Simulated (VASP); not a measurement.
# TlBr (strained CsCl): one PBE single-point calculation in two programs

```
CELL_PARAMETERS angstrom
4.03206 0.00000 0.00000
0.00000 4.03206 0.00000
0.00000 0.00000 3.99491
ATOMIC_POSITIONS crystal
Tl 0.00000 0.00000 0.00000
Br 0.50000 0.50000 0.50000
```

The two codes use different PAW datasets and cutoffs. VASP's cell holds 20 valence electrons and Ansatz's 20. Ansatz's stress includes a Pulay correction; VASP's doesn't.

Cutoffs: 520 eV in VASP, 420 eV in Ansatz. k meshes: 6×6×6 and 6×6×6.

|  | VASP | Ansatz |
| --- | --- | --- |
| gap between bands v and c | 1.90 eV | 1.89 eV |
| least direct gap | 1.92 eV | 1.91 eV |
| pressure | 0.5 GPa | 0.5 GPa |

Band v is the last that the valence electrons fill when counted band by band, and c is the next. Levels in eV from the top of v, Ansatz:

```
point    v−1      v     c   c+1
    Γ  -1.21  -1.14  7.05  7.09
    X  -0.69   0.00  1.94  5.70
    M  -2.75  -0.60  4.87  4.87
    R  -1.78  -1.78  2.21  2.27
```

VASP:

```json
{"point": "Γ", "v−1": "-1.20", "v": "-1.13", "c": "7.06", "c+1": "7.09"}
{"point": "X", "v−1": "-0.68", "v": "0.00", "c": "1.95", "c+1": "5.71"}
{"point": "M", "v−1": "-2.74", "v": "-0.60", "c": "4.87", "c+1": "4.87"}
{"point": "R", "v−1": "-1.77", "v": "-1.77", "c": "2.22", "c+1": "2.28"}
```
